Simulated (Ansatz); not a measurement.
**Sr under changes of volume**

One of the cells (56.319 Å³/atom); the others are scaled copies at fixed shape and fractional positions:

```
CELL_PARAMETERS angstrom
0.00000 3.04235 3.04235
3.04235 0.00000 3.04235
3.04235 3.04235 0.00000
ATOMIC_POSITIONS crystal
Sr 0.00000 0.00000 0.00000
```

| Item | Value |
| --- | --- |
| Program | Ansatz 0.2.0 |
| Functional | revPBE |
| Potentials or basis | Ansatz PAW |
| Cutoff | 420 eV (not typed: the program's choice for these potentials) |
| k mesh | 8 × 8 × 8 |
| Occupations | gaussian, width 0.025 eV |
| Spin | spin-orbit coupling, no magnetisation |

```csv
volume (Å³/atom),energy over the lowest point (meV/atom),pressure (GPa)
52.940,11.18,1.0
54.067,5.51,0.7
55.193,1.87,0.4
56.319,0.08,0.1
57.446,0.00,-0.1
58.572,?,?
59.698,4.07,-0.4
```

**Question.** What does the run at 58.572 Å³/atom give?

**Answer.** Energy over the lowest point 1.45 meV/atom; pressure -0.3 GPa.

Worked out: A Birch-Murnaghan fit of order 3 (a polynomial in V^(-2/3)) to the other rows has its minimum at 56.96 Å³/atom with B0 = V·E''(V) = 11.2 GPa and B' = 4.4. It gives 1.36 meV/atom at 58.572 Å³/atom, against the run's 1.45, and -dE/dV = -0.3 GPa, against -0.3.

Energies are extrapolated to zero smearing.

Caveats: the PAW data sets come from PBE, with cores solved anew for the run's functional, which leaves a small shift of forces and pressure.
